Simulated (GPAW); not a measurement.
# HfC (P6_3/mmc) in GPAW: reference runs

How does HfC come out in PBE? The cell is run as given.

Program: GPAW 26.7.0. These are calculated values, not measurements. Logs are shortened: lines on timing, memory, paths and dates and some standing lists are left out, and cuts for length are marked. The log counts tension as positive stress, the text compression.

## (1) The structure

It takes space group P6_3/mmc (No. 194, hexagonal). Conventional cell: a = 3.343 Å, b = 3.343 Å, c = 5.203 Å, α = 90.00°, β = 90.00°, γ = 120.00°. Hf (site symmetry -6m2) is surrounded by 6 C at 2.33 Å. C (site symmetry -3m) is surrounded by 6 Hf at 2.33 Å and 2 C at 2.60 Å.

The cell comes from a database or a generator and needn't be the stable form of this composition.

## (2) Single point, PBE

The input, run.py:

```python
from ase import Atoms
from ase.dft.bandgap import bandgap
from ase.io import write
from ase.units import Bohr, GPa
from gpaw import GPAW, PW
from gpaw.elf import elf_from_dft_calculation

atoms = Atoms(['Hf', 'Hf', 'C', 'C'],
              cell=[[3.3428660531, 0.0, 0.0],
                    [-1.6714330265, 2.8950069234, 0.0],
                    [0.0, 0.0, 5.202714]],
              scaled_positions=[[0.3333333333, 0.6666666667, 0.25],
                                [0.6666666667, 0.3333333333, 0.75],
                                [0.0, 0.0, 0.5],
                                [0.0, 0.0, 0.0]],
              pbc=True)

calc = GPAW(mode=PW(800),
            xc='PBE',
            kpts={'size': (9, 9, 5), 'gamma': True},
            occupations={'name': 'fermi-dirac', 'width': 0.05},
            nbands=31,
            convergence={'density': 1e-05, 'energy': 1e-05},
            maxiter=150,
            txt='gpaw.txt')
atoms.calc = calc
energy = atoms.get_potential_energy()
forces = atoms.get_forces()
stress = atoms.get_stress()
calc.write('gs.gpw')
write('result.traj', atoms)
print(f'Energy: {energy:.6f} eV')
print('Forces (eV/A):')
print(forces.round(4))
print('Stress (GPa):', (stress / GPa).round(3))
print('Fermi level:', round(calc.get_fermi_level(), 4), 'eV')
print(f'Gap: {bandgap(calc)[0]:.4f} eV, direct: {bandgap(calc, direct=True)[0]:.4f} eV')

# fields on the real-space grid
write('density.cube', atoms, data=calc.get_pseudo_density() * Bohr**3)
write('potential.cube', atoms, data=calc.get_electrostatic_potential())
write('elf.cube', atoms, data=elf_from_dft_calculation(calc).data)
```

Potentials or basis: GPAW PAW data sets (gpaw-data 1.2.1), pw.

The run is started by

```bash
> OMP_NUM_THREADS=1 python run.py
```

gpaw.txt:

```text
__  _  _
 | _ |_)|_||  |
 |__||  | ||/\| - 26.7.0

Input parameters:
  mode=PW(ecut=800.0),
  convergence={'density': 1e-05, 'energy': 1e-05},
  kpts=MonkhorstPack(size=(9, 9, 5), gamma=True),
  maxiter=150,
  nbands=31,
  occupations=Occupations(name='fermi-dirac', width=0.05),
  xc=XC(name='PBE')

Diagonalizing LCAO Hamiltonian
Converting LCAO to pw mode

            Hf

       C Hf

       C

Atoms  # Å, Bohr magnetons
|   | symbol |         x |        y |        z |    initial magnetic moments |
|---|--------|-----------|----------|----------|-----------------------------|
| 0 |     Hf | -0.000000 | 1.930005 | 1.300679 | ( 0.0000,  0.0000,  0.0000) |
| 1 |     Hf |  1.671433 | 0.965002 | 3.902036 | ( 0.0000,  0.0000,  0.0000) |
| 2 |      C |  0.000000 | 0.000000 | 2.601357 | ( 0.0000,  0.0000,  0.0000) |
| 3 |      C |  0.000000 | 0.000000 | 0.000000 | ( 0.0000,  0.0000,  0.0000) |

Unit cell  # Å
| periodic |         x |        y |        z |  lengths |     angles |
|----------|-----------|----------|----------|----------|------------|
|      yes |  3.342866 | 0.000000 | 0.000000 | 3.342866 |  90.000000 |
|      yes | -1.671433 | 2.895007 | 0.000000 | 3.342866 |  90.000000 |
|      yes |  0.000000 | 0.000000 | 5.202714 | 5.202714 | 120.000000 |

Number of symmetries: 12
Symmetry operations  # r_c * U_cc + t_c -> r_c
|    | kind |            matrix            |
|----|------|------------------------------|
|  0 |  σ   |  1, 1, 0,  0,-1, 0,  0, 0, 1 |
|  1 |  S6  |  1, 1, 0, -1, 0, 0,  0, 0,-1 |
|  2 |  E   |  1, 0, 0,  0, 1, 0,  0, 0, 1 |
|  3 |  C2  |  1, 0, 0, -1,-1, 0,  0, 0,-1 |
|  4 |  C2  |  0, 1, 0,  1, 0, 0,  0, 0,-1 |
|  5 |  C3  |  0, 1, 0, -1,-1, 0,  0, 0, 1 |
|  6 |  S6  |  0,-1, 0,  1, 1, 0,  0, 0,-1 |
|  7 |  σ   |  0,-1, 0, -1, 0, 0,  0, 0, 1 |
|  8 |  σ   | -1, 0, 0,  1, 1, 0,  0, 0, 1 |
|  9 |  i   | -1, 0, 0,  0,-1, 0,  0, 0,-1 |
| 10 |  C3  | -1,-1, 0,  1, 0, 0,  0, 0, 1 |
| 11 |  C2  | -1,-1, 0,  0, 1, 0,  0, 0,-1 |

BZ-sampling:
  Number of BZ points: 405
  Number of IBZ points: 50

  Monkhorst-Pack size: [9, 9, 5]
  Monkhorst-Pack shift: [0, 0, 0]

K-points  # in reciprocal-cell coordinates
|     |                                coordinates |     weight |
|-----|--------------------------------------------|------------|
|   0 | (  0.00000000,   0.00000000,   0.00000000) | 0.00246914 |
|   1 | (  0.00000000,   0.00000000,   0.20000000) | 0.00493827 |
|   2 | (  0.00000000,   0.00000000,   0.40000000) | 0.00493827 |
|   3 | (  0.11111111,   0.00000000,  -0.40000000) | 0.01481481 |
|   4 | (  0.11111111,   0.00000000,  -0.20000000) | 0.01481481 |
|   5 | (  0.11111111,   0.00000000,   0.00000000) | 0.01481481 |
|   6 | (  0.11111111,   0.00000000,   0.20000000) | 0.01481481 |
|   7 | (  0.11111111,   0.00000000,   0.40000000) | 0.01481481 |
|   8 | (  0.22222222,  -0.11111111,   0.00000000) | 0.01481481 |
|   9 | (  0.22222222,  -0.11111111,   0.20000000) | 0.02962963 |
| ... |                                            |            |
|  49 | (  0.44444444,   0.44444444,   0.40000000) | 0.02962963 |

Plane wave coefficients: 2621
Cutoff: 800.0 eV

Spin-components: 1 (collinear spins)
Bands:           31
Projectors:      22
Spin-degeneracy: 2
Datatype:        complex128

Parallelization:
  kpt:    1
  domain: 1
  band:   1

Density:
  Valence electrons: 32.0
  Components: 1
  Grid points: [24 24 35]
  Charge: 0.0  # |e|

Potential:
  Grid points: [24 24 35]

species:
  Hf:
    name:    Hafnium
    Z:       72.0
    valence: 12
    core:    60
    charge:  0.0  # [|e|]
    compensation charges:
      type: gauss
      rc: 0.41  # [Å]
      lmax: 2
    cutoffs:
      filter: 2.36  # [Å]
      core: 4.02  # [Å]
    projectors
    | kind |    occ | energy [eV] | rcut [Å] |
    |------|--------|-------------|----------|
    |   5s |  2.000 |     -66.831 |    1.397 |
    |   6s |  2.000 |      -5.097 |    1.397 |
    |   5p |  6.000 |     -35.599 |    1.307 |
    |   6p |  0.000 |      -1.401 |    1.307 |
    |   5d |  2.000 |      -2.699 |    1.334 |
    |    d |        |      24.513 |    1.334 |

    Using partial waves for Hf as LCAO basis

  C:
    name:    Carbon
    Z:       6.0
    valence: 4
    core:    2
    charge:  0.0  # [|e|]
    compensation charges:
      type: gauss
      rc: 0.20  # [Å]
      lmax: 2
    cutoffs:
      filter: 1.14  # [Å]
      core: 1.14  # [Å]
    projectors
    | kind |    occ | energy [eV] | rcut [Å] |
    |------|--------|-------------|----------|
    |   2s |  2.000 |     -13.751 |    0.635 |
    |   2p |  2.000 |      -5.284 |    0.635 |
    |    s |        |      13.461 |    0.635 |
    |    p |        |      21.927 |    0.635 |
    |    d |        |       0.000 |    0.635 |

    Using partial waves for C as LCAO basis

Reference energy: -821827.486782  # eV

eigensolver:
  PPCG
  Converge bands: occupied
  niter=2

density mixing:
  MSR1-Mixer
  Pratt-step length: 0.05
  Maximum mixing coefficient: 0.75
  Old densities: 10
  SVD Regularization: 0.005
  Good broyden scale: 1.0
  Trust region scale: 1.0
  Backstep threshold: 4.0
  History deletion threshold: 6.0
  Fourier metric: weight=20.0, sigma=0.015

occupation numbers:
  Fermi-Dirac:
    width: 0.0500  # eV

poisson solver:
  ecut: 6400.0  # eV

xc functional:
  name: PBE with 2 nearest neighbor stencil

convergence criteria:
- Maximum integral of absolute [dens]ity change: 1e-05 electrons / valence electron
- Maximum [total energy] change in last 3 cyles: 1e-05 eV / valence electron
- Maximum integral of absolute [eigenst]ate change: 4e-08 eV^2 / valence electron
maximum number of iterations: 150

SCF iterations
|iter     | |      energy | eigst |  dens |
|---------|-|-------------|-------|-------|
|iter:   1| |  -39.794645 | -0.18 |       |
|iter:   2| |  -38.623495 | -2.14 | -0.82 |
|iter:   3| |  -36.344989 | -1.32 | -0.90 |
|iter:   4| |  -36.345339 | -2.74 | -1.54 |
|iter:   5| |  -36.366566 | -3.01 | -1.79 |
|iter:   6| |  -36.366822 | -4.64 | -2.74 |
|iter:   7| |  -36.366833c| -5.93 | -3.40 |
|iter:   8| |  -36.366834c| -7.19 | -4.03 |
|iter:   9| |  -36.366834c| -7.56c| -4.83 |
|iter:  10| |  -36.366834c| -7.82c| -4.90 |
|iter:  11| |  -36.366834c| -8.73c| -5.69c|

Converged in 11 steps
Energy contributions relative to reference atoms: (reference = -821827.486782)

Energy contributions:
  Kinetic:          38.254051
  Coulomb:         -39.107274
  Zero:             -0.769195
  External:          0.000000
  Xc:              -34.742060
  Entropy:          -0.004712
  Spinorbit:         0.000000
  ----------------------------
  Free energy:     -36.369190
  Extrapolated:    -36.366834

dipole moment: (-6.648466, -11.515480, -10.347449)  # |e|*Ang

Fermi level: 11.410
Eigenvalues  # (at kpt = [0.000, 0.000, 0.000])
| band index |      eig [eV] | occ [0-2] |
|------------|---------------|-----------|
|          0 |       -49.881 |     2.000 |
|        ... |               |           |
|          7 |       -18.486 |     2.000 |
|          8 |        -1.538 |     2.000 |
|          9 |         2.794 |     2.000 |
|         10 |         4.597 |     2.000 |
|         11 |         8.335 |     2.000 |
|         12 |         8.335 |     2.000 |
[... 8 lines left out ...]
|         21 |        14.903 |     0.000 |
|         22 |        15.476 |     0.000 |
|        ... |               |           |
|         30 |        25.411 |     0.000 |

No gap
No difference between direct/indirect transitions

Forces  # eV/Ang
|        x |        y |        z |
|----------|----------|----------|
|  0.00000 |  0.00000 |  0.00001 |  # Hf   0
| -0.00000 | -0.00000 | -0.00001 |  # Hf   1
|  0.00000 | -0.00000 |  0.00000 |  # C    2
|  0.00000 |  0.00000 |  0.00000 |  # C    3

Stress tensor  # eV/Ang^3
|         x |         y |         z |
|-----------|-----------|-----------|
|  0.006519 | -0.000000 |  0.000000 |
| -0.000000 |  0.006519 | -0.000000 |
|  0.000000 | -0.000000 | -0.017845 |

# Writing to gs.gpw (mode='')
```

It took 94 s on 1 thread of Arm Neoverse V1, shared host; peak memory 0.25 GiB.

Results:

* Free energy: -36.3692 eV
* Pressure: 0.3 GPa
* Band gap on the k mesh: none (metal or under the smearing width)
